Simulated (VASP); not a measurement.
# Se (P3_121) in VASP: a series of runs

One crystal, Se, is run at these levels: LDA; tasks: dielectric tensor.

Everything below comes from runs of VASP 6.6.1. Logs are shortened: lines on timing, memory, paths and dates and some standing lists are left out, and cuts for length are marked.

**1. The crystal as given**

The structure is trigonal, space group P3_121 (No. 152). Conventional cell: a = 4.366 Å, b = 4.366 Å, c = 4.954 Å, α = 90.00°, β = 90.00°, γ = 120.00°. Se (site symmetry 2) is surrounded by 2 Se at 2.37 Å.

**2. Dielectric tensor, LDA**

INCAR

```
PREC = Accurate
ENCUT = 400
EDIFF = 1E-7
ISMEAR = 0
SIGMA = 0.01
LREAL = False
LASPH = True
NELM = 100
ALGO = Normal
ISIF = 2
LWAVE = False
LCHARG = False
LEPSILON = True
```

KPOINTS

```
regular mesh
0
Gamma
  8 8 7
```

POSCAR

```
Se
1.0
    4.3662000000      0.0000000000      0.0000000000
   -2.1831000000      3.7812401180      0.0000000000
    0.0000000000      0.0000000000      4.9536000000
Se
3
Direct
    0.7746000000      0.7746000000      0.0000000000
    0.0000000000      0.2254000000      0.6666666667
    0.2254000000      0.0000000000      0.3333333333
```

Potentials or basis: VASP PAW LDA potentials, release 64 (Se).

The run is started by

```console
$ cat potpaw_LDA.64/Se/POTCAR > POTCAR
$ mpirun -np 1 vasp_std > vasp.out
```

OUTCAR:

```text
PREC = Accurate
   ENCUT = 400
   EDIFF = 1E-7
   ISMEAR = 0
   LREAL = False
   LASPH = True
   NELM = 100
   ISIF = 2
   LEPSILON = True

 Found     55 irreducible k-points:

 Following reciprocal coordinates:
            Coordinates               Weight
  0.000000  0.000000  0.000000      1.000000
  0.125000  0.000000  0.000000      6.000000
  0.250000  0.000000  0.000000      6.000000
  0.375000  0.000000  0.000000      6.000000
  0.500000  0.000000  0.000000      3.000000
  0.125000  0.125000  0.000000      6.000000
   k-points           NKPTS =     55   k-points in BZ     NKDIM =     55   number of bands    NBANDS=     13
   number of dos      NEDOS =    301   number of ions     NIONS =      3
   total plane-waves  NPLWV =  25088
   dimension x,y,z NGX =    28 NGY =   28 NGZ =   32
   dimension x,y,z NGXF=    56 NGYF=   56 NGZF=   64
   ions per type =               3
   NGX,Y,Z   is equivalent  to a cutoff of  10.66, 10.66, 10.74 a.u.
   NGXF,Y,Z  is equivalent  to a cutoff of  21.32, 21.32, 21.48 a.u.
 SYSTEM =  unknown system
   PREC   = accura    normal or accurate (medium, high low for compatibility)
   ISTART =      0    job   : 0-new  1-cont  2-samecut
   ICHARG =      2    charge: 1-file 2-atom 10-const
   ISPIN  =      1    spin polarized calculation?
   LNONCOLLINEAR =      F non collinear calculations
   LSORBIT =      F    spin-orbit coupling
   LASPH  =      T    aspherical Exc in radial PAW
   ENCUT  =  400.0 eV  29.40 Ry    5.42 a.u.   7.12  7.12  8.08*2*pi/ulx,y,z
   NELM   =    100;   NELMIN=  2; NELMDL= -5     # of ELM steps
   EDIFF  = 0.1E-06   stopping-criterion for ELM
   LREAL  =      F    real-space projection
   EDIFFG = 0.1E-05   stopping-criterion for IOM
   NSW    =      0    number of steps for IOM
   IBRION =     -1    ionic relax: 0-MD 1-quasi-New 2-CG
   NFREE  =      0    steps in history (QN), initial steepest desc. (CG)
   ISIF   =      2    stress and relaxation
   ISYM   =      2    0-nonsym 1-usesym 2-fastsym
   POTIM  = 0.5000    time-step for ionic-motion
   TEBEG  =    0.0;   TEEND  =   0.0 temperature during run
   PSTRESS=    0.0 pullay stress
   NELECT =      18.0000    total number of electrons
   NUPDOWN=      -1.0000    fix difference up-down
   EMIN   =  10.00;   EMAX   =-10.00  energy-range for DOS
   EFERMI =   0.00;   METHOD = LEGACY
   ISMEAR =     0;   SIGMA  =   0.01  broadening in eV -4-tet -1-fermi 0-gaus
   EFERMI_NEDOS =   21; number of points for ismear=-14 and -15
   IALGO  =     38    algorithm
   IMIX   =      4    mixing-type and parameters
     AMIX     =   0.40;   BMIX     =  1.00
     AMIX_MAG =   1.60;   BMIX_MAG =  1.00
  volume/ion in A,a.u.               =      27.26       183.96
  Fermi-wavevector in a.u.,A,eV,Ry     =   0.988430  1.867862 13.292817  0.976995
  Thomas-Fermi vector in A             =   2.119956
   LORBIT       =      0    0 simple, 1 ext, 2 COOP (PROOUT), +10 PAW based schemes
   GGA     = CA    functional components
   LHFCALC =     F    Hartree Fock is set to
   AEXX    =    0.0000 exact exchange contribution
   IVDW    =     0    specifies the selected vdW correction
   LEPSILON=     T    determine dielectric tensor
   LRPA    =     F    only Hartree local field effects (RPA)
 non-spin polarized calculation
 Gauss-broadening in eV      SIGMA  =   0.01
  energy-cutoff  :      400.00
  volume of cell :       81.78
 maximum number of plane-waves:      1499
   NGX = 15   NGY = 15   NGZ = 17

--------------------------------------- Ionic step        1  -------------------------------------------

 number of electron      18.0000001 magnetization

 E-fermi :   2.7276     XC(G=0):  -9.1839

 val. band max:        2.6236828772   @ k =  -0.1250   0.5000   0.4286
 cond. band min:       3.7286279585   @ k =   0.0000   0.0000   0.4286
 fundamental gap:      1.1049450812
 Fermi energy:         2.7275891352

 k-point     1 :       0.0000    0.0000    0.0000
  band No.  band energies     occupation
      1     -13.2161      2.00000
      2      -9.0968      2.00000
      3      -9.0968      2.00000
      4      -1.1899      2.00000
      5      -1.1899      2.00000
      6      -1.1318      2.00000
      7       0.6117      2.00000
      8       0.6117      2.00000
      9       2.2630      2.00000
     10       4.4580      0.00000
     11       4.4580      0.00000
     12       4.7509      0.00000
     13       8.5472      0.00000

 k-point     2 :       0.1250    0.0000    0.0000
  band No.  band energies     occupation
      1     -13.1550      2.00000
      2      -9.1521      2.00000
      3      -9.0909      2.00000
      4      -1.7048      2.00000
      5      -1.3970      2.00000
      6      -0.9387      2.00000
      7       0.6378      2.00000
      8       0.9051      2.00000
      9       2.1486      2.00000
     10       4.3533      0.00000
     11       4.4479      0.00000
     12       4.9101      0.00000
     13       8.5226      0.00000

 k-point     3 :       0.2500    0.0000    0.0000
  band No.  band energies     occupation
      1     -12.9955      2.00000
      2      -9.3088      2.00000
      3      -9.0761      2.00000
      4      -2.2185      2.00000
      5      -1.7288      2.00000
      6      -0.9596      2.00000
      7       0.6047      2.00000
      8       1.0077      2.00000
      9       1.8657      2.00000
     10       4.4466      0.00000
     11       4.5624      0.00000
     12       5.3924      0.00000
     13       8.4330      0.00000

 k-point     4 :       0.3750    0.0000    0.0000
  band No.  band energies     occupation
      1     -12.8141      2.00000
      2      -9.5031      2.00000
      3      -9.0606      2.00000
      4      -2.4709      2.00000
      5      -1.9816      2.00000
      6      -0.9387      2.00000
      7       0.1267      2.00000
      8       0.8958      2.00000
      9       1.7102      2.00000
     10       4.4947      0.00000
     11       4.8110      0.00000
     12       6.2342      0.00000
     13       7.9400      0.00000

 k-point     5 :       0.5000    0.0000    0.0000
  band No.  band energies     occupation
      1     -12.7306      2.00000
      2      -9.5966      2.00000
      3      -9.0541      2.00000
      4      -2.5244      2.00000
      5      -2.0802      2.00000
      6      -0.8085      2.00000
      7      -0.2805      2.00000
      8       0.8689      2.00000
      9       1.6591      2.00000
     10       4.4934      0.00000
     11       4.9014      0.00000
     12       6.7171      0.00000
     13       7.7503      0.00000

 k-point     6 :       0.1250    0.1250    0.0000
  band No.  band energies     occupation
      1     -13.0443      2.00000
      2      -9.2467      2.00000
      3      -9.0935      2.00000
      4      -2.0578      2.00000
      5      -1.7515      2.00000
      6      -0.8458      2.00000
      7       0.5775      2.00000
      8       1.0702      2.00000
      9       1.8892      2.00000
     10       4.4679      0.00000
     11       4.5421      0.00000
     12       5.1815      0.00000
     13       8.3650      0.00000

 [... further k-points ...]

  FORCE on cell =-STRESS in cart. coord.  units (eV):
  Direction    XX          YY          ZZ          XY          YZ          ZX
  --------------------------------------------------------------------------------------
  -------------------------------------------------------------------------------------
  Total       -0.8065933     -0.8065933     -0.0673712      0.0000000      0.0000000      0.0000000
  in kB      -15.8017933    -15.8017933     -1.3198553      0.0000000      0.0000000      0.0000000
  external PRESSURE =     -10.9744806 kB  Pullay stress =       0.0000000 kB

 VOLUME and BASIS-vectors are now :
 -----------------------------------------------------------------------------
  energy-cutoff  :      400.00
  volume of cell :       81.78
      direct lattice vectors                 reciprocal lattice vectors
     4.366200000  0.000000000  0.000000000     0.229032110  0.132231751  0.000000000
    -2.183100000  3.781240118  0.000000000     0.000000000  0.264463501  0.000000000
     0.000000000  0.000000000  4.953600000     0.000000000  0.000000000  0.201873385

 POSITION                                       TOTAL-FORCE (eV/Angst)
 -----------------------------------------------------------------------------------
      1.69103      2.92895      0.00000        -0.132108     -0.228818     -0.000000
     -0.49207      0.85229      3.30240        -0.132108      0.228818     -0.000000
      0.98414      0.00000      1.65120         0.264217     -0.000000      0.000000
 -----------------------------------------------------------------------------------
    total drift:                               -0.000000     -0.000000     -0.000000

  FREE ENERGIE OF THE ION-ELECTRON SYSTEM (eV)
  ---------------------------------------------------
  free  energy   TOTEN  =       -12.3236685404 eV

  energy  without entropy=      -12.3236685404  energy(sigma->0) =      -12.32366854

 HEAD OF MICROSCOPIC STATIC DIELECTRIC TENSOR (INDEPENDENT PARTICLE, excluding Hartree and local field effects)
 ------------------------------------------------------
          11.488666     0.000000     0.000000
           0.000000    11.488666     0.000000
           0.000000     0.000000    16.356954
 ------------------------------------------------------

 Free energy of the ion-electron system (eV)
  ---------------------------------------------------
  ---------------------------------------------------
  free energy    TOTEN  =        -2.12019608 eV

  energy without entropy =       -2.12019608

------------------------ aborting loop because EDIFF is reached ----------------------------------------

--------------------------------------- Ionic step        2  -------------------------------------------

------------------------ aborting loop because EDIFF is reached ----------------------------------------

--------------------------------------- Ionic step        3  -------------------------------------------

 Free energy of the ion-electron system (eV)
  ---------------------------------------------------
  ---------------------------------------------------
  free energy    TOTEN  =        -3.34716061 eV

  energy without entropy =       -3.34716061

------------------------ aborting loop because EDIFF is reached ----------------------------------------

 PIEZOELECTRIC TENSOR FIELD DIRECTION 3  (e Angst)
 -----------------------------------------------------------------------------
     0.00017 -0.00000  0.00000           (  0.00000 -0.00000  0.00000)
     0.00000  0.00017 -0.00000           ( -0.00000  0.00000 -0.00000)
     0.00000 -0.00000  0.00045           (  0.00000 -0.00000 -0.00001)

 PIEZOELECTRIC TENSOR FIELD DIRECTION 3  (C/m^2)
 -----------------------------------------------------------------------------
     0.00003 -0.00000  0.00000
     0.00000  0.00003 -0.00000
     0.00000 -0.00000  0.00009

 MACROSCOPIC STATIC DIELECTRIC TENSOR (including local field effects in DFT)
 ------------------------------------------------------
           9.965925     0.000000     0.000000
          -0.000000     9.965925     0.000000
           0.000000     0.000000    15.094865
 ------------------------------------------------------

 PIEZOELECTRIC TENSOR (including local field effects)  for field in x, y, z        (e  Angst)
          XX          YY          ZZ          XY          YZ          ZX
  --------------------------------------------------------------------------------
  x    -1.75826     1.75826     0.00000     0.00000     0.14488     0.00000
  y     0.00000     0.00000    -0.00000     1.75826     0.00000    -0.14489
  z     0.00000     0.00000     0.00000     0.00000    -0.00000     0.00000

 PIEZOELECTRIC TENSOR (including local field effects)  for field in x, y, z        (C/m^2)
          XX          YY          ZZ          XY          YZ          ZX
  --------------------------------------------------------------------------------
  x    -0.34446     0.34446     0.00000     0.00000     0.02838     0.00000
  y     0.00000     0.00000    -0.00000     0.34446     0.00000    -0.02838
  z     0.00000     0.00000     0.00000     0.00000    -0.00000     0.00000

 BORN EFFECTIVE CHARGES (including local field effects) (in |e|, cummulative output)
 ---------------------------------------------------------------------------------
 ion    1
    1    -0.43099     0.74650     0.36531
    2     0.74650     0.43099    -0.21091
    3     0.71812    -0.41461     0.00000
 ion    2
    1    -0.43099    -0.74650    -0.36531
    2    -0.74650     0.43099    -0.21091
    3    -0.71812    -0.41461    -0.00000
 ion    3
    1     0.86198     0.00000     0.00000
    2     0.00000    -0.86198     0.42182
    3    -0.00000     0.82921     0.00000
```

Run time: 3.8 min. Hardware: 1 thread of AMD EPYC 9R45 (Zen 5), shared host; peak memory 0.39 GiB.

These settings aren't checked as converged: the numbers below hold their error.

Results:

- Band gap on the k mesh: 1.10 eV, indirect (least direct gap 1.33 eV)
- Electronic dielectric tensor (diagonal): 9.97, 9.97, 15.09
- Born charges (mean of the diagonal): Se +0.00 e

Caveat: an odd mesh through Γ misses points on the zone boundary, where band edges often lie.

(Part 1 of 2 ends here.)
